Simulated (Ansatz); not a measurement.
## Au: a prediction, then the measurements

All numbers below come from Ansatz, DFT PBEsol, scalar-relativistic, plane waves, PAW.

Cutoff 420 eV; k points 18×18×18 on the computed 1-atom cell (Γ-centred); Gaussian smearing, width 0.10 eV; no spin polarisation.

Relaxed structure, symmetry kept:

```cif
data_structure
_symmetry_space_group_name_H-M 'Fm-3m'
_symmetry_Int_Tables_number 225
_cell_length_a 4.0837
_cell_length_b 4.0837
_cell_length_c 4.0837
_cell_angle_alpha 90.000
_cell_angle_beta 90.000
_cell_angle_gamma 90.000
_cell_volume 68.10
loop_
_atom_site_label
_atom_site_type_symbol
_atom_site_symmetry_multiplicity
_atom_site_Wyckoff_symbol
_atom_site_fract_x
_atom_site_fract_y
_atom_site_fract_z
_atom_site_occupancy
Au1 Au 4 a 0.00000 0.00000 0.00000 1
```

```
Space group                                                       : Fm-3m (No. 225)
Volume per atom                                                   : 114.9 bohr³
Formation energy from the elements' standard states (uncorrected) : 0.000 eV/atom
Kohn–Sham band gap                                                : none (metal)
Density of states at the Fermi level                              : 0.29 states/eV per cell
Löwdin character within 0.5 eV of the Fermi level                 : Au 6s 42 %, Au 5d 36 %, unprojected 22 %
Bulk modulus                                                      : 175 GPa
Its pressure derivative                                           : 5.7
Bader charges (e)                                                 : Au (1 in the cell) 0.00
```

Spin-orbit coupling is left out, which matters for the bands of heavy elements.

**The experiment to reproduce.**

“Mechanisms for carbon adsorption on Au(110)-(2*1): A work function analysis”, 2018, arxiv:1805.06931 quotes, for a bulk crystal of Au at 298 K: lattice constant a 4.078 Å.

From “Exploring toroidal anvil profiles for larger sample volumes above 4 Mbar”, 2024, pmc:11102561, for a bulk crystal of Au: bulk modulus 167 GPa.

A measured lattice constant a of Au is 4.078 Å (298 K; quoted in the paper above); the calculated 4.084 Å misses it by +0.1 %. The calculation is for 0 K without zero-point motion. Against the measured bulk modulus of Au, 167 GPa (quoted in the paper above), the calculated 175 GPa is off by +4.8 %.